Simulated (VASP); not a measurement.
Here is a VASP 6.6.1 calculation.

Contents of INCAR:

```
PREC     = Accurate       # precision mode
ENCUT    = 520            # plane-wave cutoff, eV
EDIFF    = 1E-6           # SCF threshold, eV
ISMEAR   = -1             # smearing method
SIGMA    = 0.1            # smearing width, eV
LREAL    = False          # projectors in reciprocal space
LASPH    = True           # aspherical terms in the spheres
NELM     = 100            # most SCF steps
ALGO     = Normal         # electronic algorithm
ISIF     = 2              # what is computed and relaxed
LWAVE    = False          # write WAVECAR
LCHARG   = False          # write CHGCAR
GGA      = PS             # functional
NBANDS   = 9              # bands
```

The input KPOINTS:

```
regular mesh
0
Gamma
  13 13 13
```

File POSCAR:

```
Se
1.0
    2.8585819259      0.0000000000      0.0000000000
    0.0000000000      2.8585819259      0.0000000000
    0.0000000000      0.0000000000      2.8585819259
Se
1
Direct
    0.0000000000      0.0000000000      0.0000000000
```

Potentials or basis: VASP PAW PBE potentials, release 64 (Se).

Launch:

```console
$ cat potpaw_PBE.64/Se/POTCAR > POTCAR
$ mpirun -np 1 vasp_std > vasp.out
```

**Question.** What does it give for the band gap on the k mesh?

**Answer.** None (metal or under the smearing width).

**Question.** Estimate the pressure.

**Answer.** -5.2 GPa.

Caveat: the PAW data sets were made with another functional, which shifts forces and pressure a little.
